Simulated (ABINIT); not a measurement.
SnO2 (Cassiterite):

```
Sn O
1.0
     4.73800    0.00000    0.00000
     0.00000    4.73800    0.00000
     0.00000    0.00000    3.18650
Sn O
2 4
Direct
  0.50000 0.50000 0.50000
  0.00000 0.00000 0.00000
  0.80710 0.19290 0.50000
  0.69290 0.69290 0.00000
  0.19290 0.80710 0.50000
  0.30710 0.30710 0.00000
```

Base run:

| Item | Value |
| --- | --- |
| Program | ABINIT 10.8.3 (patched build) |
| Functional | PBEsol |
| Potentials or basis | JTH PAW PBE v2.0 |
| Cutoff | 626 eV |
| k mesh | 6 × 6 × 8 |
| Occupations | fermi-dirac, width 0.05 eV |
| Spin | no spin polarisation |

Its results: band gap on the k mesh 1.18 eV, direct; pressure 3.8 GPa; largest force 0.196 eV/Å.

Q: The run is repeated on the same cell with these changes: functional from PBEsol to LDA; potentials or basis from JTH PAW PBE v2.0 to JTH PAW LDA v2.0. What comes out?

A: Band gap on the k mesh 1.13 eV, direct; pressure -1.6 GPa; largest force 0.140 eV/Å.

Caveats: spin-orbit coupling is left out, which moves the levels of the heavy elements; the atomic spheres overlap; the PAW data sets were made with another functional, which shifts forces and pressure a little (some runs).
